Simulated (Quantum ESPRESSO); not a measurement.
## I in Quantum ESPRESSO: tuning mixing beta

The system is I.

```
I
1.0
     0.00000    2.36560    3.90984
     2.19225    0.00000    3.90984
     2.19225    2.36560    0.00000
I
1
Cartesian
  0.0000 0.0000 0.0000
```

- Program: Quantum ESPRESSO 7.5
- Task: single point
- Functional: LDA
- Potentials or basis: JTH 2.0 LDA
- Cutoff: 490 eV
- Density cutoff: 2939 eV
- k mesh: 9 × 9 × 9
- Occupations: cold, width 0.1 eV
- Spin: no spin polarisation

These are the settings of the first run; the series varies mixing beta, with any setting tied to it.

Hardware: 8 MPI ranks on Arm Neoverse N1.

```csv
mixing beta,energy less the last converged row (meV/atom),SCF cycles,wall time (s)
0.05,0.00,12,6.8
0.1,0.00,11,6.5
0.2,0.00,9,5.8
0.3,0.00,8,5.4
0.5,0.00,7,5.1
0.7,0.00,6,4.8
0.9,0.00,6,4.8
```

Fastest here: 0.9 (4.8 s), level within noise with 0.3, 0.5, 0.7; slowest of those that converged: 0.05 (6.8 s). These are single runs, one after another on one machine, so differences under about a fifth mean little.

Caveat: an odd number of electrons without spin polarisation forces a metal; a magnetic or distorted state may lie lower. The run has no spin-orbit coupling, so splittings on I are missing.
